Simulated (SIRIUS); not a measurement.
The system is Al.

```
Al
1.0
     2.72176    0.00000    0.00000
     0.00000    2.72176    0.00000
     0.00000    0.00000    2.72176
Al
1
Direct
  0.00000 0.00000 0.00000
```

The cell was built by a generator and needn't be a form met in nature.

| Quantity | Value |
| --- | --- |
| Program | SIRIUS 7.10.0 |
| Task | single point |
| Functional | PBE |
| Potentials or basis | PseudoDojo 0.4.1 PBE standard (scalar relativistic) |
| Cutoff | 557 eV |
| Density cutoff | 2229 eV |
| k mesh | 10 × 10 × 10 |
| Occupations | fermi-dirac, width 0.05 eV |
| Spin | no spin polarisation |

On this cell: pressure 0.2 GPa; band gap on the k mesh none (metal or under the smearing width).

The same run follows on a disturbed copy (cell strained at random at fixed volume):

```
Al
1.0
     2.72314    0.02266    0.02199
     0.02266    2.75688    0.04783
     0.02199    0.04783    2.68691
Al
1
Direct
  0.01017 0.97987 0.00353
```

Question: What does the disturbed cell give?

Answer: The energy (extrapolated to zero smearing) moves by -1.5 meV/atom; pressure 0.1 GPa; band gap on the k mesh none (metal or under the smearing width).

Stress tensor (GPa, compression positive):
```
 0.08 -0.05  0.44
-0.05 -0.70  0.66
 0.44  0.66  0.90
```

The energy falls, though the first cell shows no forces: that form is unstable against this distortion, unless noise or another electronic state is at work.
